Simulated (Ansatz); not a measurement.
## Every step of a relaxation of Cr (simple hexagonal type)

DFT, PBE, PAW with Ansatz's default frozen-core files, scalar-relativistic (Ansatz 0.2.0); a Γ-centred 20×20×18 k mesh, Fermi–Dirac smearing of 0.05 eV, spin-polarised from start moments Cr 2 μB. The run relaxes cell and atoms at a target pressure of 190 GPa.

Command: `ansatz run input.yaml --threads 2 --pin off --max-ram 7168MiB --backend cpu --events-out ev --progress --plain --runs-dir out` It took 30 s on 2 threads of Arm Neoverse V1 (shared host), peak memory 0.38 GiB.

```yaml
crystal:
  lattice:
    - [2.1615709962, 0.0, 0.0]
    - [-1.0807854981, 1.8719753948, 0.0]
    - [0.0, 0.0, 2.0318767364]
  atoms:
    - { symbol: Cr, position: [0.0, 0.0, 0.0], spin: 2.0 }
magnetization:
  spin_polarized: true
kpoints:
  mp_grid: { grid: [20, 20, 18] }
scf:
  occupations: { method: fermi_dirac, width: 0.05 }
hamiltonian:
  xc: pbe
  pseudopotentials: { kind: paw }
output:
  forces: true
  stress: true
  eigenvalues: true
relax:
  f_tol: 0.005
  max_steps: 40
  cell: { p_target: 190.0, stress_tol: 0.095 }
```

Each step lists its enthalpy F + pV a cell above the last geometry, the pressure, the cell vectors (Å), and Cartesian positions (Å) with forces (eV/Å).

The first step:

```
step 1  dH = 40.77 meV  P = 188.9 GPa
  cell 2.1616 0.0000 0.0000  -1.0808 1.8720 0.0000  0.0000 0.0000 2.0319
  Cr 0.0000 0.0000 0.0000   0.0000 0.0000 0.0000
```

Antiferromagnetic order, which Cr and Mn prefer near zero pressure, wasn't tried. The start moments died away, and the runs ended non-magnetic.

Q: Where does the relaxation end, and by which steps?

A: After 5 geometries, with conventional a, b, c = 2.198, 2.198, 1.960 Å, at 8.198 Å³/atom (-0.29 % against the start) in space group P6/mmm, with a shortest distance of 1.960 Å and a cell moment of 0.00 μB. The further steps:
```
step 2  dH = 10.30 meV  P = 195.9 GPa
  cell 2.1743 0.0000 0.0000  -1.0871 1.8830 0.0000  0.0000 0.0000 1.9900
  Cr 0.0000 0.0000 0.0000   0.0000 0.0000 0.0000
step 3  dH = 0.86 meV  P = 185.1 GPa
  cell 2.2013 0.0000 0.0000  -1.1007 1.9064 0.0000  0.0000 0.0000 1.9653
  Cr 0.0000 0.0000 0.0000   0.0000 0.0000 0.0000
step 4  dH = 0.03 meV  P = 191.1 GPa
  cell 2.1975 0.0000 0.0000  -1.0988 1.9031 0.0000  0.0000 0.0000 1.9578
  Cr 0.0000 0.0000 0.0000   0.0000 0.0000 0.0000
step 5  dH = 0.00 meV  P = 190.0 GPa
  cell 2.1976 0.0000 0.0000  -1.0988 1.9032 0.0000  0.0000 0.0000 1.9601
  Cr 0.0000 0.0000 0.0000   0.0000 0.0000 0.0000
step 6  dH = -0.01 meV  P = 190.1 GPa  (same geometry on a basis chosen anew; earlier energies don't compare to the last digit)
  cell 2.1976 0.0000 0.0000  -1.0988 1.9032 0.0000  0.0000 0.0000 1.9601
  Cr 0.0000 0.0000 0.0000   0.0000 0.0000 0.0000
```
